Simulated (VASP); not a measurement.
# GaN (Fm-3m) in VASP: single point with LDA

Aim: the single point of GaN with LDA.

Program: VASP 6.6.1. These are calculated values, not measurements. Logs are shortened: lines on timing, memory, paths and dates and some standing lists are left out, and cuts for length are marked.

## 1. The structure

It takes space group Fm-3m (No. 225, cubic). The conventional cell has a = 4.270 Å, b = 4.270 Å, c = 4.270 Å, α = 90.00°, β = 90.00°, γ = 90.00°. Ga (site symmetry m-3m) has 6 N at 2.14 Å as nearest neighbours. Around N (site symmetry m-3m) lie 6 Ga at 2.14 Å.

Measurements of this composition are mostly on another form, of space group No. 186.

## 2. Single point, LDA

INCAR reads:

```
  ALGO = Normal
  EDIFF = 1E-6
  ENCUT = 520
  ISIF = 2
  ISMEAR = 0
  LASPH = T
  LCHARG = F
  LREAL = F
  LWAVE = F
  NBANDS = 16
  NELM = 60
  PREC = Accurate
  SIGMA = 0.1
```

KPOINTS reads:

```
k-points
0
Gamma
  8 8 8
```

POSCAR reads:

```
GaN
1.0
    0.0000000000      2.1352350000      2.1352350000
    2.1352350000      0.0000000000      2.1352350000
    2.1352350000      2.1352350000      0.0000000000
Ga N
1 1
Direct
    0.0000000000      0.0000000000      0.0000000000
    0.5000000000      0.5000000000      0.5000000000
```

Potentials or basis: VASP PAW LDA potentials, release 64 (Ga_d, N).

On the command line:

```
cat potpaw_LDA.64/Ga_d/POTCAR potpaw_LDA.64/N/POTCAR > POTCAR
mpirun -np 1 vasp_std > vasp.out
```

OUTCAR:

```text
EDIFF = 1E-6
   ENCUT = 520
   ISIF = 2
   ISMEAR = 0
   LASPH = T
   LREAL = F
   NELM = 60
   PREC = Accurate

 ion  position               nearest neighbor table
   1  0.000  0.000  0.000-   2 2.14   2 2.14   2 2.14   2 2.14   2 2.14   2 2.14
   2  0.500  0.500  0.500-   1 2.14   1 2.14   1 2.14   1 2.14   1 2.14   1 2.14

  LATTYP: Found a face centered cubic cell.
 ALAT       =     4.2704700000

  Lattice vectors:

 A1 = (   0.0000000000,   2.1352350000,   2.1352350000)
 A2 = (   2.1352350000,   0.0000000000,   2.1352350000)
 A3 = (   2.1352350000,   2.1352350000,   0.0000000000)

Analysis of symmetry for initial positions (statically):
=====================================================================
 Subroutine PRICEL returns:
 Original cell was already a primitive cell.

 Routine SETGRP: Setting up the symmetry group for a
 face centered cubic supercell.

 Subroutine GETGRP returns: Found 48 space group operations
 (whereof 48 operations were pure point group operations)
 out of a pool of 48 trial point group operations.

The static configuration has the point symmetry O_h .

Analysis of symmetry for dynamics (positions and initial velocities):
=====================================================================
 Subroutine PRICEL returns:
 Original cell was already a primitive cell.

 Routine SETGRP: Setting up the symmetry group for a
 face centered cubic supercell.

 Subroutine GETGRP returns: Found 48 space group operations
 (whereof 48 operations were pure point group operations)
 out of a pool of 48 trial point group operations.

The dynamic configuration has the point symmetry O_h .

 Subroutine INISYM returns: Found 48 space group operations
 (whereof 48 operations are pure point group operations),
 and found     1 'primitive' translations

----------------------------------------------------------------------------------------

                                     Primitive cell

  volume of cell :      19.4700

  direct lattice vectors                    reciprocal lattice vectors
     0.000000000  2.135235000  2.135235000    -0.234166263  0.234166263  0.234166263
     2.135235000  0.000000000  2.135235000     0.234166263 -0.234166263  0.234166263
     2.135235000  2.135235000  0.000000000     0.234166263  0.234166263 -0.234166263

  length of vectors
     3.019678296  3.019678296  3.019678296     0.405587864  0.405587864  0.405587864

  position of ions in fractional coordinates (direct lattice)
     0.000000000  0.000000000  0.000000000
     0.500000000  0.500000000  0.500000000

  ion indices of the primitive-cell ions
   primitive index   ion index
                 1           1
                 2           2

----------------------------------------------------------------------------------------

 KPOINTS: k-points

Automatic generation of k-mesh.
 Grid dimensions read from file:
 generate k-points for:    8    8    8

 Generating k-lattice:

  Cartesian coordinates                     Fractional coordinates (reciprocal lattice)
    -0.029270783  0.029270783  0.029270783     0.125000000  0.000000000  0.000000000
     0.029270783 -0.029270783  0.029270783     0.000000000  0.125000000  0.000000000
     0.029270783  0.029270783 -0.029270783     0.000000000  0.000000000  0.125000000

  Length of vectors
     0.050698483  0.050698483  0.050698483

  Shift w.r.t. Gamma in fractional coordinates (k-lattice)
     0.000000000  0.000000000  0.000000000

 Subroutine IBZKPT returns following result:
 ===========================================

 Found     29 irreducible k-points:

 Following reciprocal coordinates:
            Coordinates               Weight
  0.000000  0.000000  0.000000      1.000000
  0.125000  0.000000  0.000000      8.000000
  0.250000  0.000000  0.000000      8.000000
  0.375000  0.000000  0.000000      8.000000
  0.500000  0.000000  0.000000      4.000000
  0.125000  0.125000  0.000000      6.000000
[... 16 lines left out ...]
  0.500000  0.250000  0.125000     48.000000
 -0.375000  0.250000  0.125000     24.000000
 [... further k-points ...]
   k-points           NKPTS =     29   k-points in BZ     NKDIM =     29   number of bands    NBANDS=     16
   number of dos      NEDOS =    301   number of ions     NIONS =      2
   total plane-waves  NPLWV =  13824
   dimension x,y,z NGX =    24 NGY =   24 NGZ =   24
   dimension x,y,z NGXF=    48 NGYF=   48 NGZF=   48
   ions per type =               1   1
   NGX,Y,Z   is equivalent  to a cutoff of  13.21, 13.21, 13.21 a.u.
   NGXF,Y,Z  is equivalent  to a cutoff of  26.43, 26.43, 26.43 a.u.
 SYSTEM =  unknown system
   PREC   = accura    normal or accurate (medium, high low for compatibility)
   ISTART =      0    job   : 0-new  1-cont  2-samecut
   ICHARG =      2    charge: 1-file 2-atom 10-const
   ISPIN  =      1    spin polarized calculation?
   LNONCOLLINEAR =      F non collinear calculations
   LSORBIT =      F    spin-orbit coupling
   LASPH  =      T    aspherical Exc in radial PAW
   ENCUT  =  520.0 eV  38.22 Ry    6.18 a.u.   5.61  5.61  5.61*2*pi/ulx,y,z
   NELM   =     60;   NELMIN=  2; NELMDL= -5     # of ELM steps
   EDIFF  = 0.1E-05   stopping-criterion for ELM
   LREAL  =      F    real-space projection
   EDIFFG = 0.1E-04   stopping-criterion for IOM
   NSW    =      0    number of steps for IOM
   IBRION =     -1    ionic relax: 0-MD 1-quasi-New 2-CG
   NFREE  =      0    steps in history (QN), initial steepest desc. (CG)
   ISIF   =      2    stress and relaxation
   ISYM   =      2    0-nonsym 1-usesym 2-fastsym
   POTIM  = 0.5000    time-step for ionic-motion
   TEBEG  =    0.0;   TEEND  =   0.0 temperature during run
   PSTRESS=    0.0 pullay stress
   NELECT =      18.0000    total number of electrons
   NUPDOWN=      -1.0000    fix difference up-down
   EMIN   =  10.00;   EMAX   =-10.00  energy-range for DOS
   EFERMI =   0.00;   METHOD = LEGACY
   ISMEAR =     0;   SIGMA  =   0.10  broadening in eV -4-tet -1-fermi 0-gaus
   EFERMI_NEDOS =   21; number of points for ismear=-14 and -15
   IALGO  =     38    algorithm
   IMIX   =      4    mixing-type and parameters
     AMIX     =   0.40;   BMIX     =  1.00
     AMIX_MAG =   1.60;   BMIX_MAG =  1.00
  volume/ion in A,a.u.               =       9.74        65.70
  Fermi-wavevector in a.u.,A,eV,Ry     =   1.594814  3.013761 34.605481  2.543431
  Thomas-Fermi vector in A             =   2.692830
   LORBIT       =      0    0 simple, 1 ext, 2 COOP (PROOUT), +10 PAW based schemes
   GGA     = CA    functional components
   LHFCALC =     F    Hartree Fock is set to
   AEXX    =    0.0000 exact exchange contribution
   IVDW    =     0    specifies the selected vdW correction
   LEPSILON=     F    determine dielectric tensor
   LRPA    =     F    only Hartree local field effects (RPA)
 non-spin polarized calculation
 Gauss-broadening in eV      SIGMA  =   0.10
  energy-cutoff  :      520.00
  volume of cell :       19.47
 maximum number of plane-waves:       544
 NGX is ok and might be reduce to    24
   NGX = 11   NGY = 11   NGZ = 11

 number of electron      18.0000005 magnetization

 Free energy of the ion-electron system (eV)
  ---------------------------------------------------
  ext. energy  EPLUGINS =         0.00000000
  ---------------------------------------------------
  free energy    TOTEN  =       -13.03675603 eV

  energy without entropy =      -13.03635869  energy(sigma->0) =      -13.03655736

 E-fermi :   7.4293     XC(G=0): -13.3025

 val. band max:        7.2737604035   @ k =  -0.2500   0.1250   0.0000
 cond. band min:       7.5150818883   @ k =   0.5000   0.5000   0.0000
 fundamental gap:      0.2413214848
 Fermi energy:         7.4292927096

 k-point     1 :       0.0000    0.0000    0.0000
  band No.  band energies     occupation
      1      -9.5999      2.00000
      2      -6.8134      2.00000
      3      -6.8134      2.00000
      4      -6.8134      2.00000
      5      -6.7237      2.00000
      6      -6.7237      2.00000
[... 8 lines left out ...]
     15      22.3821      0.00000
     16      22.3821      0.00000

 k-point     2 :       0.1250    0.0000    0.0000
  band No.  band energies     occupation
      1      -9.3018      2.00000
      2      -6.8233      2.00000
      3      -6.8030      2.00000
      4      -6.8030      2.00000
      5      -6.7372      2.00000
      6      -6.7372      2.00000
[... 8 lines left out ...]
     15      23.0428      0.00000
     16      23.0428      0.00000

 k-point     3 :       0.2500    0.0000    0.0000
  band No.  band energies     occupation
      1      -8.4606      2.00000
      2      -6.8512      2.00000
      3      -6.8512      2.00000
      4      -6.8427      2.00000
      5      -6.6954      2.00000
      6      -6.6954      2.00000
[... 8 lines left out ...]
     15      24.7779      0.00000
     16      24.7779      0.00000

 k-point     4 :       0.3750    0.0000    0.0000
  band No.  band energies     occupation
      1      -7.3482      2.00000
      2      -6.9216      2.00000
      3      -6.9216      2.00000
      4      -6.8128      2.00000
      5      -6.6298      2.00000
      6      -6.6298      2.00000
[... 8 lines left out ...]
     15      27.4232      0.00000
     16      27.4232      0.00000
[... 324 lines left out ...]
 k-point    22 :       0.3750    0.2500    0.1250
  band No.  band energies     occupation
      1      -8.1168      2.00000
      2      -6.8731      2.00000
      3      -6.8146      2.00000
      4      -6.7447      2.00000
      5      -6.6964      2.00000
      6      -6.3858      2.00000
[... 8 lines left out ...]
     15      27.9934      0.00000
     16      28.3887      0.00000

 k-point    23 :       0.5000    0.2500    0.1250
  band No.  band energies     occupation
      1      -7.7649      2.00000
      2      -6.8863      2.00000
      3      -6.8346      2.00000
      4      -6.7570      2.00000
      5      -6.6265      2.00000
      6      -5.6235      2.00000
[... 8 lines left out ...]
     15      27.9504      0.00000
     16      29.5044      0.00000

 k-point    24 :      -0.3750    0.2500    0.1250
  band No.  band energies     occupation
      1      -7.6747      2.00000
      2      -6.9087      2.00000
      3      -6.8330      2.00000
      4      -6.7584      2.00000
      5      -6.5984      2.00000
      6      -5.0319      2.00000
[... 8 lines left out ...]
     15      25.8145      0.00000
     16      30.4072      0.00000

 [... further k-points ...]

------------------------ aborting loop because EDIFF is reached ----------------------------------------

  FORCE on cell =-STRESS in cart. coord.  units (eV):
  Direction    XX          YY          ZZ          XY          YZ          ZX
  --------------------------------------------------------------------------------------
  -------------------------------------------------------------------------------------
  Total       -1.5160499     -1.5160499     -1.5160499      0.0000000     -0.0000000     -0.0000000
  in kB     -124.7547341   -124.7547341   -124.7547341      0.0000000     -0.0000000     -0.0000000
  external PRESSURE =    -124.7547341 kB  Pullay stress =       0.0000000 kB

 VOLUME and BASIS-vectors are now :
 -----------------------------------------------------------------------------
  energy-cutoff  :      520.00
  volume of cell :       19.47
      direct lattice vectors                 reciprocal lattice vectors
     0.000000000  2.135235000  2.135235000    -0.234166263  0.234166263  0.234166263
     2.135235000  0.000000000  2.135235000     0.234166263 -0.234166263  0.234166263
     2.135235000  2.135235000  0.000000000     0.234166263  0.234166263 -0.234166263

 POSITION                                       TOTAL-FORCE (eV/Angst)
 -----------------------------------------------------------------------------------
      0.00000      0.00000      0.00000        -0.000000      0.000000      0.000000
      2.13524      2.13524      2.13524         0.000000     -0.000000     -0.000000
 -----------------------------------------------------------------------------------
    total drift:                                0.000000     -0.000000     -0.000000

  FREE ENERGIE OF THE ION-ELECTRON SYSTEM (eV)
  ---------------------------------------------------
  free  energy   TOTEN  =       -13.0367560305 eV

  energy  without entropy=      -13.0363586912  energy(sigma->0) =      -13.03655736
```

It used 4.7 s of CPU time on 1 thread of Intel(R) Xeon(R) Platinum 8488C (Sapphire Rapids), on a shared host, which was overloaded at the time.

Results:

| Item | Value |
| --- | --- |
| Free energy | -13.0368 eV |
| Pressure | -12.5 GPa |
| Band gap on the k mesh | 0.24 eV, indirect (least direct gap 2.45 eV) |

A k mesh can miss the band edges.
